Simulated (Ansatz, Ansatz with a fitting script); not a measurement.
Planning a run of Ansatz 0.2.0 on TiO2 (Anatase). The input:

```yaml
crystal:
  lattice:
    - [-1.9231235467, 1.9231235467, 4.8353023883]
    - [1.9231235467, -1.9231235467, 4.8353023883]
    - [1.9231235467, 1.9231235467, -4.8353023883]
  atoms:
    - { symbol: Ti, position: [0.0, 0.0, 0.0] }
    - { symbol: Ti, position: [0.75, 0.25, 0.5] }
    - { symbol: O, position: [0.2081, 0.2081, 0.0] }
    - { symbol: O, position: [0.9581, 0.4581, 0.5] }
    - { symbol: O, position: [0.5419, 0.0419, 0.5] }
    - { symbol: O, position: [0.7919, 0.7919, 0.0] }
kpoints:
  mp_grid: { grid: [3, 3, 3] }
hamiltonian:
  xc: pbe
  pseudopotentials: { kind: nc }
scf:
  occupations: { method: fixed }
  lower_state_search: "off"
  convergence: { dr2_threshold: 1.0e-09 }
output:
  rpa_energy:
    ecut_chi_ladder: [96, 112, 128, 144, 160]
    long_wavelength: optical_limit
    n_empty_bands: 328
basis:
  ecutwfc: 1240.0
  xc_grid: 3
```

```sh
ansatz run input.yaml --threads 8 --pin off --max-ram 18432MiB --backend cpu --events-out ev --progress --plain --runs-dir out
```

Question: How long will it take on 8 threads of Arm Neoverse N1, shared host, and how much memory?

It took 3.1 min; on shared hardware allow 93 s to 6.2 min. Peak host memory was 3.0 GiB.

[Paths, hosts, dates, memory and timing lines, banners, echoed tables and standing remarks are left out of the program output.]

[Logs are printed without paths, hosts, clocks, repeated set-up lines and the standing remarks that a program may print on its own settings, such as how far it seeks lower states.]

[Runs of the session that timed out or met a known fault of the program may be left out.]

[Hosts, paths, dates, database ids (printed as entryN), source tags and the programs' standing remarks are cut or masked in the printed files.]
